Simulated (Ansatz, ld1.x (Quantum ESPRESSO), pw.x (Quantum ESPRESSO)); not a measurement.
## thallium (Tl) (bcc): variants of one TM potential in the solid

ld1.x (Quantum ESPRESSO) 7.5 input, shortened:

```
&input
   title='Tl', zed=81., rel=1, dft='PBE', iswitch=3,
   config='[Xe] 4f14 5d10 6s2 6p1'
 /
 &inputp
   pseudotype=2, tm=.true., lloc=1,
   nlcc=.true., new_core_ps=.true., rcore=1.20
 /
3
6S  1  0   2.00   0.00  1.80  1.80  0.0
5D  3  2  10.00   0.00  1.30  1.30  0.0
6P  2  1   1.00   0.00  3.05  3.05  0.0
 &test
   configts(1)='5d10 6s2 6p1'
 /
```

Crystal test: bcc Tl in pw.x 7.5, no spin, 12³ k-points, Fermi–Dirac smearing 0.01 Ry, cutoffs set for each file from its atomic test. The reference is all-electron LAPW (Ansatz 0.2.0) with the same functional, mesh and smearing; V0 and B0 come from Birch–Murnaghan fits to the pressures at five volumes. Errors are pseudo minus all-electron; Δ is the rms difference of the E(V) curves that follow from these fits, minima aligned, over ±6 % about the mean V0. Mesh and smearing are coarse, so the numbers serve the comparison and aren't converged zero-temperature values; the lattice is a test structure that the element need not adopt.

All-electron: a0 = 3.980 Å (V0 = 31.52 Å³/atom), B0 = 25.8 GPa.

Base: This is a poor potential for the solid.

3 further variants are left out: they gave no file fit for a test, a broken result, the same result as the base, or pressures whose basis-set error rivals the error shown.

A dash in a converged row means that the minimum lies outside the volumes sampled.

| change | cutoffs (Ry) | pw.x | a0 (Å) | a0 error (%) | B0 error (%) | Δ (meV/atom) | mean pressure error (GPa) |
| --- | --- | --- | --- | --- | --- | --- | --- |
| base | 120/480 | converged | 4.015 | +0.87 | -1.2 | 4.7 | +0.70 |
| wave 6s (bound): rc 1.80 bohr becomes 6s (bound): rc 2.46 bohr | 120/480 | converged | 4.015 | +0.88 | -1.4 | 4.7 | +0.70 |
| core [Xe] 4f14 5d10, valence charge 3; reference 6s2 6p1; waves now 6s (bound): rc 2.00 bohr; 6p (bound): rc 3.00 bohr; core correction a·sin(br)/r model core inside 1.95 bohr | 50/200 | converged | – | – | – | – | -8.24 |
